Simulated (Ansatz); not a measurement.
# HfO2: the cost of one run

Computed with Ansatz 0.2.0 (DFT PBE, scalar-relativistic, plane waves, PAW, unless a step's input says otherwise).

## 1. The system as given

Symmetry: Pca2_1, No. 29, orthorhombic system. Conventional cell: a = 5.219 Å, b = 5.005 Å, c = 5.033 Å, α = 90.00°, β = 90.00°, γ = 90.00°. Around Hf (site symmetry 1) lie 7 O at 2.02 to 2.23 Å. O (site symmetry 1) is surrounded by 3 Hf at 2.02 to 2.13 Å. Around O (site symmetry 1) lie 4 Hf at 2.11 to 2.23 Å.

As a file:

```xyz
48
Lattice="-5.2195 5.0048 5.0327 5.2195 -5.0048 5.0327 5.2195 5.0048 -5.0327" Properties=species:S:1:pos:R:3 pbc="T T T"
Hf    0.1723    1.3387    1.2151
Hf    0.1723    1.3387    6.2478
Hf    0.1723    6.3434    1.2151
Hf    5.3917    1.3387    1.2151
Hf    2.4375    1.3387   -1.3013
Hf    2.4375    1.3387    3.7314
Hf    2.4375    6.3434   -1.3013
Hf    7.6569    1.3387   -1.3013
Hf   -2.4375    3.6661    6.2478
Hf    2.7820   -1.3387    6.2478
Hf    2.7820    3.6661    1.2151
Hf    2.7820    3.6661    6.2478
Hf   -0.1723    3.6661    3.7314
Hf    5.0472   -1.3387    3.7314
Hf    5.0472    3.6661   -1.3012
Hf    5.0472    3.6661    3.7314
O     1.9201    0.3571    1.9087
O     1.9201    0.3571    6.9414
O     1.9201    5.3619    1.9087
O     7.1396    0.3571    1.9087
O    -4.5298    5.3619    4.4251
O     0.6896    0.3571    4.4251
O     0.6896    5.3619   -0.6076
O     0.6896    5.3619    4.4251
O    -1.3886    2.3028    2.4776
O    -1.3886    2.3028    7.5102
O    -1.3886    7.3075    2.4776
O     3.8308    2.3028    2.4776
O    -1.2211    2.3028    4.9939
O     3.9984   -2.7020    4.9939
O     3.9984    2.3028   -0.0388
O     3.9984    2.3028    4.9939
O     1.3886    2.7020   -0.0388
O     1.3886    2.7020    4.9939
O     1.3886    7.7068   -0.0388
O     6.6081    2.7020   -0.0388
O     1.2211    2.7020    2.4776
O     6.4405   -2.3028    2.4776
O     6.4405    2.7020   -2.5551
O     6.4405    2.7020    2.4776
O    -0.6896    4.6476    1.9087
O     4.5298   -0.3571    1.9087
O     4.5298    4.6476   -3.1240
O     4.5298    4.6476    1.9087
O    -1.9201    4.6476    4.4251
O     3.2994   -0.3571    4.4251
O     3.2994    4.6476   -0.6076
O     3.2994    4.6476    4.4251
```

The runs take a perfect supercell of 48 atoms; the defect goes to fractional position (0.255, 0.137, 0.150).

## 2. The perfect supercell

input.yaml reads:

```yaml
crystal:
  lattice:
    - [-5.219463, 5.004764, 5.032685]
    - [5.219463, -5.004764, 5.032685]
    - [5.219463, 5.004764, -5.032685]
  atoms:
    - { symbol: Hf, position: [0.25446, 0.137223, 0.150243] }
    - { symbol: Hf, position: [0.75446, 0.637223, 0.150243] }
    - { symbol: Hf, position: [0.75446, 0.137223, 0.650243] }
    - { symbol: Hf, position: [0.25446, 0.637223, 0.650243] }
    - { symbol: Hf, position: [0.00446, 0.104217, 0.367237] }
    - { symbol: Hf, position: [0.50446, 0.604217, 0.367237] }
    - { symbol: Hf, position: [0.50446, 0.104217, 0.867237] }
    - { symbol: Hf, position: [0.00446, 0.604217, 0.867237] }
    - { symbol: Hf, position: [0.986981, 0.387223, 0.132763] }
    - { symbol: Hf, position: [0.486981, 0.887223, 0.132763] }
    - { symbol: Hf, position: [0.486981, 0.387223, 0.632763] }
    - { symbol: Hf, position: [0.986981, 0.887223, 0.632763] }
    - { symbol: Hf, position: [0.736981, 0.354217, 0.349757] }
    - { symbol: Hf, position: [0.236981, 0.854217, 0.349757] }
    - { symbol: Hf, position: [0.236981, 0.354217, 0.849757] }
    - { symbol: Hf, position: [0.736981, 0.854217, 0.849757] }
    - { symbol: O, position: [0.225311, 0.37357, 0.219614] }
    - { symbol: O, position: [0.725311, 0.87357, 0.219614] }
    - { symbol: O, position: [0.725311, 0.37357, 0.719614] }
    - { symbol: O, position: [0.225311, 0.87357, 0.719614] }
    - { symbol: O, position: [0.975311, 0.005697, 0.101741] }
    - { symbol: O, position: [0.475311, 0.505697, 0.101741] }
    - { symbol: O, position: [0.475311, 0.005697, 0.601741] }
    - { symbol: O, position: [0.975311, 0.505697, 0.601741] }
    - { symbol: O, position: [0.476205, 0.11312, 0.097033] }
    - { symbol: O, position: [0.976205, 0.61312, 0.097033] }
    - { symbol: O, position: [0.976205, 0.11312, 0.597033] }
    - { symbol: O, position: [0.476205, 0.61312, 0.597033] }
    - { symbol: O, position: [0.726205, 0.379172, 0.113084] }
    - { symbol: O, position: [0.226205, 0.879172, 0.113084] }
    - { symbol: O, position: [0.226205, 0.379172, 0.613084] }
    - { symbol: O, position: [0.726205, 0.879172, 0.613084] }
    - { symbol: O, position: [0.266088, 0.129172, 0.402967] }
    - { symbol: O, position: [0.766088, 0.629172, 0.402967] }
    - { symbol: O, position: [0.766088, 0.129172, 0.902967] }
    - { symbol: O, position: [0.266088, 0.629172, 0.902967] }
    - { symbol: O, position: [0.516088, 0.36312, 0.386916] }
    - { symbol: O, position: [0.016088, 0.86312, 0.386916] }
    - { symbol: O, position: [0.016088, 0.36312, 0.886916] }
    - { symbol: O, position: [0.516088, 0.86312, 0.886916] }
    - { symbol: O, position: [0.653956, 0.12357, 0.398259] }
    - { symbol: O, position: [0.153956, 0.62357, 0.398259] }
    - { symbol: O, position: [0.153956, 0.12357, 0.898259] }
    - { symbol: O, position: [0.653956, 0.62357, 0.898259] }
    - { symbol: O, position: [0.903956, 0.255697, 0.280386] }
    - { symbol: O, position: [0.403956, 0.755697, 0.280386] }
    - { symbol: O, position: [0.403956, 0.255697, 0.780386] }
    - { symbol: O, position: [0.903956, 0.755697, 0.780386] }
basis:
  ecutwfc: 420
  fft_grid_basis: typed
kpoints:
  mp_grid: { grid: [2, 2, 2] }
hamiltonian:
  xc: pbe
  pseudopotentials: { kind: paw }
scf:
  occupations: { method: gaussian, width: 0.05 }
output:
  forces: true
  stress: false
  eigenvalues: true
  bader: false
  write_density: true
  volumetric_format: npy
```

Command:

```
> ansatz run input.yaml --threads 4 --pin off --max-ram 10240MiB --backend cpu --events-out ev --progress --plain --runs-dir out
```

What time and memory should one allow on 4 threads of Intel Xeon Platinum 8488C (Sapphire Rapids), shared host?

About 15 s, with a peak of 3.7 GiB.
